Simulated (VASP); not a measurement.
# Ge (P6/mmm) in VASP: notebook, part 3 of 3

VASP 6.6.1. The steps go on from the part before.

### Step 5. Single point, revPBE

This run uses another cell than the first one, of 18.15 Å³/atom, 0.920 times its volume.

Contents of INCAR:

```
SYSTEM = Ge
PREC = Accurate ; ENCUT = 520
EDIFF = 1E-6 ; ISMEAR = -1
SIGMA = 0.1 ; LREAL = .False.
LASPH = .True. ; NELM = 100
ALGO = Normal ; ISIF = 2
LWAVE = .False. ; LCHARG = .True.
GGA = RE ; LELF = .True.
LVHAR = .True. ; NBANDS = 28
```

Contents of KPOINTS:

```
regular mesh
0
Gamma
  8 8 13
  0 0 0
```

Contents of POSCAR:

```
Ge
1.0
    4.8009099734      0.0000000000      0.0000000000
   -2.4004549867      4.1577099983      0.0000000000
    0.0000000000      0.0000000000      2.7278208697
Ge
3
Direct
    0.0000000000      1.0000000000      0.0000000000
    0.3333333333      0.6666666667      0.5000000000
    0.6666666667      0.3333333333      0.5000000000
```

Potentials or basis: VASP PAW PBE potentials, release 64 (Ge_d).

Run with:

```sh
cat potpaw_PBE.64/Ge_d/POTCAR > POTCAR
mpirun -np 1 vasp_std > vasp.out
```

OUTCAR:

```text
SYSTEM = Ge
   PREC = Accurate
   ENCUT = 520
   EDIFF = 1E-6
   ISMEAR = -1
   LREAL = .False.
   LASPH = .True.
   NELM = 100
   ISIF = 2
   GGA = RE

 ion  position               nearest neighbor table
   1  0.000  0.000  0.000-
   2  0.333  0.667  0.500-   3 2.77   3 2.77   3 2.77
   3  0.667  0.333  0.500-   2 2.77   2 2.77   2 2.77

  LATTYP: Found a hexagonal cell.
 ALAT       =     4.8009099734
 C/A-ratio  =     0.5681882986

  Lattice vectors:

 A1 = (   4.8009099734,   0.0000000000,   0.0000000000)
 A2 = (  -2.4004549867,   4.1577099983,   0.0000000000)
 A3 = (   0.0000000000,   0.0000000000,   2.7278208697)

Analysis of symmetry for initial positions (statically):
=====================================================================
 Subroutine PRICEL returns:
 Original cell was already a primitive cell.

 Routine SETGRP: Setting up the symmetry group for a
 hexagonal supercell.

 Subroutine GETGRP returns: Found 24 space group operations
 (whereof 24 operations were pure point group operations)
 out of a pool of 24 trial point group operations.

The static configuration has the point symmetry D_6h.

Analysis of symmetry for dynamics (positions and initial velocities):
=====================================================================
 Subroutine PRICEL returns:
 Original cell was already a primitive cell.

 Routine SETGRP: Setting up the symmetry group for a
 hexagonal supercell.

 Subroutine GETGRP returns: Found 24 space group operations
 (whereof 24 operations were pure point group operations)
 out of a pool of 24 trial point group operations.

The dynamic configuration has the point symmetry D_6h.

 Subroutine INISYM returns: Found 24 space group operations
 (whereof 24 operations are pure point group operations),
 and found     1 'primitive' translations

----------------------------------------------------------------------------------------

[... 111 lines left out ...]
   IALGO  =     38    algorithm
   IMIX   =      4    mixing-type and parameters
     AMIX     =   0.40;   BMIX     =  1.00
     AMIX_MAG =   1.60;   BMIX_MAG =  1.00
  volume/ion in A,a.u.               =      18.15       122.48
  Fermi-wavevector in a.u.,A,eV,Ry     =   1.501390  2.837215 30.669853  2.254171
  Thomas-Fermi vector in A             =   2.612766
   LORBIT       =      0    0 simple, 1 ext, 2 COOP (PROOUT), +10 PAW based schemes
   GGA     = RE    functional components
   LHFCALC =     F    Hartree Fock is set to
   AEXX    =    0.0000 exact exchange contribution
   IVDW    =     0    specifies the selected vdW correction
   LEPSILON=     F    determine dielectric tensor
   LRPA    =     F    only Hartree local field effects (RPA)
 non-spin polarized calculation
  energy-cutoff  :      520.00
  volume of cell :       54.45
 maximum number of plane-waves:      1481
 NGX is ok and might be reduce to    36
   NGX = 17   NGY = 17   NGZ = 11

 number of electron      42.0000028 magnetization

 Free energy of the ion-electron system (eV)
  ---------------------------------------------------
  ext. energy  EPLUGINS =         0.00000000
  ---------------------------------------------------
  free energy    TOTEN  =       -11.59607845 eV

  energy without entropy =      -11.55430894  energy(sigma->0) =      -11.57519370

 E-fermi :   7.2155     XC(G=0): -11.4088

 val. band max:        7.1988413175   @ k =   0.2500   0.1250   0.2308
 cond. band min:       7.2419947029   @ k =   0.3750  -0.0000   0.3846
 fundamental gap:      0.0431533854
 Fermi energy:         7.2154761248

 k-point     1 :       0.0000    0.0000    0.0000
  band No.  band energies     occupation
      1     -17.7160      2.00000
      2     -17.6355      2.00000
      3     -17.6355      2.00000
      4     -17.5764      2.00000
      5     -17.5764      2.00000
      6     -17.5314      2.00000
[... 733 lines left out ...]
     27      13.7884      0.00000
     28      17.3824      0.00000

 [... further k-points ...]

------------------------ aborting loop because EDIFF is reached ----------------------------------------

  FORCE on cell =-STRESS in cart. coord.  units (eV):
  Direction    XX          YY          ZZ          XY          YZ          ZX
  --------------------------------------------------------------------------------------
  -------------------------------------------------------------------------------------
  Total        1.9178037      1.9178037      2.4546047      0.0000000      0.0000000      0.0000000
  in kB       56.4314389     56.4314389     72.2268270      0.0000000      0.0000000      0.0000000
  external PRESSURE =      61.6965683 kB  Pullay stress =       0.0000000 kB

 VOLUME and BASIS-vectors are now :
 -----------------------------------------------------------------------------
  energy-cutoff  :      520.00
  volume of cell :       54.45
      direct lattice vectors                 reciprocal lattice vectors
     4.800909973  0.000000000  0.000000000     0.208293845  0.120258508  0.000000000
    -2.400454987  4.157709998  0.000000000     0.000000000  0.240517015  0.000000000
     0.000000000  0.000000000  2.727820870     0.000000000  0.000000000  0.366592987

 POSITION                                       TOTAL-FORCE (eV/Angst)
 -----------------------------------------------------------------------------------
      0.00000      0.00000      0.00000        -0.000000      0.000000     -0.000000
     -0.00000      2.77181      1.36391        -0.000000      0.000000      0.000000
      2.40045      1.38590      1.36391         0.000000     -0.000000     -0.000000
 -----------------------------------------------------------------------------------
    total drift:                                0.000000      0.000000     -0.000000

  FREE ENERGIE OF THE ION-ELECTRON SYSTEM (eV)
  ---------------------------------------------------
  free  energy   TOTEN  =       -11.5960784502 eV

  energy  without entropy=      -11.5543089442  energy(sigma->0) =      -11.57519370
```

OSZICAR:

```text
N       E                     dE             d eps       ncg     rms          rms(c)
DAV:   1     0.298402588720E+03    0.29840E+03   -0.21048E+04  4620   0.434E+03
DAV:   2     0.347970443947E+02   -0.26361E+03   -0.25756E+03  3920   0.673E+02
DAV:   3    -0.982578027817E+01   -0.44623E+02   -0.44063E+02  4360   0.173E+02
DAV:   4    -0.116251224593E+02   -0.17993E+01   -0.17898E+01  4556   0.406E+01
DAV:   5    -0.116550965396E+02   -0.29974E-01   -0.29967E-01  4260   0.564E+00    0.244E+00
DAV:   6    -0.116123711035E+02    0.42725E-01   -0.52682E-02  5896   0.890E+00    0.137E+00
DAV:   7    -0.115970309866E+02    0.15340E-01   -0.44595E-02  4980   0.260E+00    0.197E-01
DAV:   8    -0.115960775609E+02    0.95343E-03   -0.40326E-03  4596   0.118E+00    0.739E-02
DAV:   9    -0.115960710664E+02    0.64945E-05   -0.65171E-04  4344   0.350E-01    0.390E-02
DAV:  10    -0.115960763959E+02   -0.53294E-05   -0.36783E-05  5120   0.142E-01    0.919E-03
DAV:  11    -0.115960787361E+02   -0.23403E-05   -0.91300E-06  4544   0.675E-02    0.143E-03
DAV:  12    -0.115960784502E+02    0.28596E-06   -0.90080E-07  2268   0.141E-02
   1 F= -.11596078E+02 E0= -.11575194E+02  d E =-.417695E-01
```

stdout:

```text
POSCAR found type information on POSCAR Ge
 POSCAR found :  1 types and       3 ions
 scaLAPACK will be used
 -----------------------------------------------------------------------------
|                                                                             |
|                                                                             |
|     You enforced a specific xc type in the INCAR file but a different       |
|     I HOPE YOU KNOW WHAT YOU ARE DOING!                                     |
|                                                                             |
 -----------------------------------------------------------------------------

 LDA part: xc-table for (Slater+PW92), standard interpolation
 POSCAR, INCAR and KPOINTS ok, starting setup
 FFT: planning ... GRIDC
 FFT: planning ... GRID_SOFT
 FFT: planning ... GRID
 WAVECAR not read
 entering main loop
```

It took 68 s on 1 thread of Intel Xeon Platinum 8488C (Sapphire Rapids), shared host; peak memory 0.21 GiB.

What came out:

```yaml
Free_energy: -11.5961 eV
Pressure: 6.2 GPa
Band_gap_on_the_k_mesh: none (metal or under the smearing width)
```

Caveat: the PAW data sets were made with another functional, which shifts forces and pressure a little.

### Step 6. Single point, revPBE

This run uses another cell than the first one, of 20.52 Å³/atom, 1.040 times its volume.

Contents of INCAR:

```
SYSTEM = Ge
PREC     = Accurate       ! precision mode
ENCUT    = 520            ! plane-wave cutoff, eV
EDIFF    = 1E-7           ! SCF threshold, eV
ISMEAR   = -1             ! smearing method
SIGMA    = 0.1            ! smearing width, eV
LREAL    = .False.        ! projectors in reciprocal space
LASPH    = .True.         ! aspherical terms in the spheres
NELM     = 60             ! most SCF steps
ALGO     = Fast           ! electronic algorithm
ISIF     = 2              ! what is computed and relaxed
LWAVE    = .False.        ! write WAVECAR
LCHARG   = .False.        ! write CHGCAR
GGA      = RE             ! functional
NBANDS   = 28             ! bands
```

KPOINTS is that of step 5.

Contents of POSCAR:

```
Ge
1.0
    5.0011751681      0.0000000000      0.0000000000
   -2.5005875841      4.3311447444      0.0000000000
    0.0000000000      0.0000000000      2.8416092099
Ge
3
Direct
    0.0000000000      1.0000000000      0.0000000000
    0.3333333333      0.6666666667      0.5000000000
    0.6666666667      0.3333333333      0.5000000000
```

Potentials or basis: VASP PAW PBE potentials, release 64 (Ge_d).

Run with:

```sh
cat potpaw_PBE.64/Ge_d/POTCAR > POTCAR
mpirun -np 1 vasp_std > vasp.out
```

Wall time 1.8 min (1 thread of Intel Xeon Platinum 8488C (Sapphire Rapids), shared host); peak memory 0.24 GiB.

It converged, with:

```yaml
Free_energy: -11.6695 eV
Pressure: -2.1 GPa
Band_gap_on_the_k_mesh: none (metal or under the smearing width)
```

Stress tensor (GPa, compression positive):
```
-2.44  0.00  0.00
 0.00 -2.44  0.00
 0.00  0.00 -1.50
```

Levels at points of the mesh, in eV from the Fermi level:
```csv
k point,band 19,band 20,band 21,band 22,band 23,band 24
"(0.00, 0.00, 0.00)",-2.94,-2.94,-2.85,-2.85,5.07,7.87
"(0.50, 0.00, 0.00)",-4.93,0.73,0.82,2.67,2.99,4.21
```

Caveat: the PAW data sets were made with another functional, which shifts forces and pressure a little.

### Step 7. Overview

| task | cell | k mesh | cutoff (eV) | gap on the mesh (eV) | pressure (GPa) |
| --- | --- | --- | --- | --- | --- |
| single point | P6/mmm, 19.73 Å³/atom | 10 × 10 × 15 | 520 | none | 0.2 |
| single point | P6/mmm, 19.73 Å³/atom | 8 × 8 × 11 | 520 | none | 0.0 |
| relaxation of cell and atoms | relaxed | 8 × 8 × 11 | 600 | none | 0.0 |
| single point | P6/mmm, 18.15 Å³/atom | 8 × 8 × 13 | 520 | none | 6.2 |
| single point | P6/mmm, 20.52 Å³/atom | 8 × 8 × 13 | 520 | none | -2.1 |

Alike in all rows: level revPBE; potentials or basis VASP PAW PBE potentials, release 64 (Ge_d); no spin polarisation; smearing fermi-dirac 0.1 eV.

Every run on the cell as given and a fine mesh finds a metal.

Caveats: the PAW data sets were made with another functional, which shifts forces and pressure a little.

Absolute energies hang on the potentials; compare differences alone.
